Push a cobalt atom in crystalline CoSi a fifth of an ångström out of its place, first to one side and then to the other. The energy cost is the same on both sides to within one per cent. The pressure in the crystal is not: on one side it is 1.8 times what it is on the other. How can a crystal resist a displacement so evenly and press on its surroundings so unevenly?

The sizes are worth remembering. Moving the atom by 0.1 Å costs about 0.06 eV, a little more than twice the thermal energy at room temperature. Moving it by 0.2 Å costs about four times as much and raises the pressure by one to two gigapascals. These are density functional results with the PBE functional, for a cell of fixed size and shape in which all other atoms stay where they were.

One Co atom of CoSi (P2_13, relaxed 8-atom cubic cell, a = 4.431 Å) is moved along the line to a Co neighbour at 2.725 Å, all else fixed. The runs used Ansatz 0.2.0 with PBE, scalar-relativistic plane-wave PAW, no spin polarisation, a 420 eV cutoff, a 10×10×10 k mesh and 0.15 eV Gaussian smearing. Energies are free energies; pressure is positive in compression.

| displacement (Å) | energy change (eV a cell) | force along direction (eV/Å summed over the moved atoms) | pressure (GPa) |
| --- | --- | --- | --- |
| -0.2 | 0.249 | 2.540 | 1.03 |
| -0.1 | 0.061 | 1.230 | 0.13 |
| 0 | 0.000 | 0.001 | -0.01 |
| 0.05 | 0.015 | -0.608 | 0.18 |
| 0.15 | 0.138 | -1.859 | 1.12 |
| 0.2 | 0.247 | -2.515 | 1.85 |

A positive displacement carries the atom towards a neighbouring cobalt atom, a negative one away from it. The force along direction is the force on the moved atom, counted positive in the same sense, so its sign shows that the atom is pulled back from either side. A positive pressure means that the crystal would expand if it were allowed to. Because the cell repeats through the crystal, one cobalt atom in every four moves in step, and the energies belong to that joint motion, not to a single stray atom.

The energy behaves almost like that of a spring. If $x$ is the displacement and $k$ the stiffness, the force is $-kx$ and the energy $\tfrac12 kx^2$. Dividing the size of the force by that of the displacement gives a stiffness between 12.2 and 12.7 eV/Å$^2$ in every displaced row. That is why doubling the displacement from $-0.1$ to $-0.2$ Å raises the energy change fourfold, from 0.061 to 0.249 eV.

A spring is even-handed because it starts from rest. At zero displacement the force on the atom vanishes, so the energy has no term proportional to $x$, which would make one side downhill. The first term that can tell left from right grows as $x^3$, and such a term is weak when $x$ is small. Equilibrium itself has removed the strongest source of lopsidedness from the energy.

It has not removed it from the pressure. Pressure measures how the energy changes when the volume $V$ changes, with the atoms carried along at fixed fractions of the cell edge. From here on, $x$ marks a fixed fraction of the cell edge, stated as a length in the relaxed cell. Let $F_0(V)$ be the force that the atom would feel at its original fractional position in a cell of volume $V$, and $k(V)$ the stiffness there, both measured against this $x$. To second order in the displacement, the energy and the pressure $P=-\partial E/\partial V$ are then

$$E = E_0(V) - F_0(V)\,x + \tfrac12 k(V)\,x^2,$$

$$P = P_0 + \frac{dF_0}{dV}\,x - \frac12\frac{dk}{dV}\,x^2.$$

At the relaxed volume $F_0$ is zero, and the linear term drops out of the energy. Its slope with volume need not be zero, and the linear term stays in the pressure.

This linear term has a plain meaning. Squeeze the crystal evenly, and the cobalt atom no longer sits at its best place within the cell; a force appears that pushes it towards a new one. The higher pressure on the positive side shows that, along this line, compression would push the atom to the negative side. An atom displaced that way has already moved as compression would have it move, and, as far as this term goes, the crystal presses outwards less than at rest. An atom displaced the other way has moved against that tendency, and the crystal presses outwards more.

Symmetry decides whether such a term may exist. The cobalt atom sits on a threefold axis whose two ends are not equivalent, so a shift along the axis can change the pressure in proportion to its size. A shift at right angles to the axis cannot. Turning it by 120° and again by 240° gives two more shifts with the same pressure, yet the three add up to no shift at all, so a proportional change must vanish. The line followed here is slanted, and about 0.54 of each displacement lies along the axis. On the positive side that part points at the nearest silicon atom, which lies on the same axis at 2.32 Å. Compression would thus push the cobalt atom away from that silicon.

The square term has a different origin and raises the pressure on both sides. In a smaller cell the atoms are closer together, and the contacts between them are stiffer. If they stiffen steeply enough, displacing an atom by the same fraction of the cell edge costs more energy, although that fraction is now a slightly shorter length, and the crystal can lower that cost by expanding. By this term alone, a displaced atom would push the walls outwards whichever way it had gone.

The two contributions can be separated with the outermost rows. Half the difference between the pressures at $+0.2$ and $-0.2$ Å is the part that changes sign, 0.41 GPa. Their average, taken relative to the pressure at rest, is the part that does not, 1.45 GPa. At this distance the square term is thus more than three times the linear one, which is why the pressure rises on both sides and is merely higher on one.

The even part also tells how strongly the cost of displacement depends on volume. Multiplied by the cell volume of about 87 Å$^3$, it amounts to 0.79 eV, roughly 3.2 times the energy of the displacement itself. Expanding the cell by one per cent in volume would therefore lower that energy, averaged over the two sides, by about three per cent. One per cent in volume is only a third of a per cent in length, so the resistance of the contacts depends steeply on distance.

Near rest the balance between the two terms shifts, and this explains the oddest pair of rows. The displacement of $-0.1$ Å is twice as large as that of $+0.05$ Å and costs about four times the energy, yet its pressure is lower, 0.13 against 0.18 GPa. When a displacement is halved, the linear term falls to a half but the square term to a quarter. Close to rest, the side to which the atom moves can matter more than how far it moves.

The estimate for $+0.05$ Å can be worked in full. This is a quarter of the outermost displacement, so the linear part is $0.41/4\approx0.10$ GPa and the square part is $1.45/16\approx0.09$ GPa. With the small pressure at rest, $-0.01$ GPa, they add up to 0.18 GPa, close to the computed value. The two terms are almost equal here and pull in the same direction.

At $-0.1$ Å they pull in opposite directions. The linear part is about $-0.21$ GPa and the square part about $+0.36$ GPa, so most of the rise is cancelled. The estimate is 0.15 GPa where the calculation gives 0.13 GPa. The miss is no larger than 0.02 GPa and stands out only because the remainder is itself small.

These two rows and the one at $+0.15$ Å are real tests, because only the outer pair and the row at rest supplied the sizes of the terms. At $+0.15$ Å the estimate is within one per cent of the computed pressure. The same reasoning implies a shallow pressure minimum on the negative side, near $-0.03$ Å. The scan has no point there, so this minimum remains a prediction.

One puzzle is left on the energy side. Equilibrium removes the linear term from the energy, but it does not forbid the cubic one, and the surroundings of the atom are certainly not the same in front and behind. The forces on the atoms that were held fixed show how the evenness comes about. They must add up to the opposite of the force on the moved atom, so they reveal which neighbours take the load.

The cobalt atom being approached, together with its periodic copies, takes 0.70 eV/Å along the line at $+0.2$ Å but only 0.28 eV/Å at $-0.2$ Å. All other atoms together do the reverse, with 1.81 eV/Å on the positive side and 2.26 eV/Å on the negative. Each group is clearly lopsided, and their sum is nearly even. The second group is itself mixed: two of its six atoms take more load on the positive side, like the approached cobalt, and four take more on the negative side. The first group is not a single contact, however: one of the periodic copies is just as near to the moved atom at rest, and a positive displacement leads obliquely away from it. The symmetry of the crystal does not demand this close balance along a slanted line, and it holds only for the part of the force that lies along the line. Along the threefold axis the force on the moved atom is more than a tenth larger at $+0.2$ Å than at $-0.2$ Å. The cubic term is therefore present and merely nearly cancels on this line; in other directions a more lopsided energy is to be expected.

The pattern fits a familiar property of atomic contacts: they stiffen when shortened and soften when stretched. Moving towards one set of neighbours means moving away from another, and the gain in stiffness on one side is largely offset by the loss on the other. The offset is incomplete, since a shortened contact usually stiffens by more than a stretched one softens. This would explain why the stiffness creeps up with distance on both sides, by about three per cent between $+0.05$ and $+0.2$ Å. The forces show the exchange of load between neighbours; that the hardening comes from the shortened contacts is an argument from general chemistry, not something these rows isolate.

Two limits matter when the numbers are put to use. The pressure is an average over three directions, and a crystal with one sublattice displaced is no longer cubic: at $+0.2$ Å the push along one cell edge is more than twice that along another. The calculation also leaves out magnetism. Bulk CoSi is known to be non-magnetic, which supports the choice for the undisturbed crystal, but whether a displaced cobalt atom would develop a moment was not tested.

For a similar crystal, the first thing to look at is the site of the atom. If the site is a centre of inversion, opposite displacements are equivalent, and energy and pressure must both be even. If the site lies on an axis with two different ends, as here, the energy may still look even near rest while the pressure does not. An even energy curve is therefore no evidence that the two directions are alike; on such an axis the pressure can reveal the difference sooner, because its lopsided term is linear where that of the energy is cubic.
